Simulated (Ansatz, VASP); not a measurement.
InSe in VASP and in Ansatz

```
CELL_PARAMETERS angstrom
4.04733 0.00000 0.00000
-2.02366 3.50509 0.00000
0.00000 0.00000 18.05206
ATOMIC_POSITIONS crystal
In 0.33333 0.66667 0.07739
In 0.33333 0.66667 0.92261
In 0.00000 0.00000 0.42261
In 0.00000 0.00000 0.57739
Se 0.33333 0.66667 0.35298
Se 0.33333 0.66667 0.64702
Se 0.66667 0.33333 0.14700
Se 0.66667 0.33333 0.85300
```

Measurements of this composition are mostly on another form, of space group No. 160.

Alike in both runs: task relaxation of cell and atoms; functional PBE; k mesh 6 × 6 × 2; occupations fermi-dirac, width 0.05 eV; no spin polarisation.

|  | VASP | Ansatz |
| --- | --- | --- |
| version | VASP 6.6.1 | Ansatz 0.2.0 |
| potentials or method | VASP PAW PBE potentials, release 64 (In_d, Se) | Ansatz PAW |
| plane-wave cutoff (eV) | 600 | 420 |
| valence electrons in the cell | 76 | 116 |

|  | VASP | Ansatz | Ansatz less VASP |
| --- | --- | --- | --- |
| gap on the k mesh at the Fermi level, each at its own relaxed structure (eV) | 0.65 | 0.76 | +0.106 |
| relaxed volume (Å³/atom) | 33.01 | 33.72 | +0.711 |
| relaxed cell length with the largest relative difference (Å) | 18.250 | 18.620 | +0.3705 |
| energy change over the relaxation (meV/atom) | -5 | -5 | +0.1 |

The two sets of potentials don't hold the same shells in valence.

Caveats: spin-orbit coupling is left out, which moves the levels of the heavy elements; this functional lacks dispersion, which binds the layers, so the pressure and a relaxed spacing across them are unreliable; the plane-wave basis is chosen anew once the cell has moved, so the energies of steps on either side of that aren't comparable (Ansatz). A k mesh can miss the band edges.
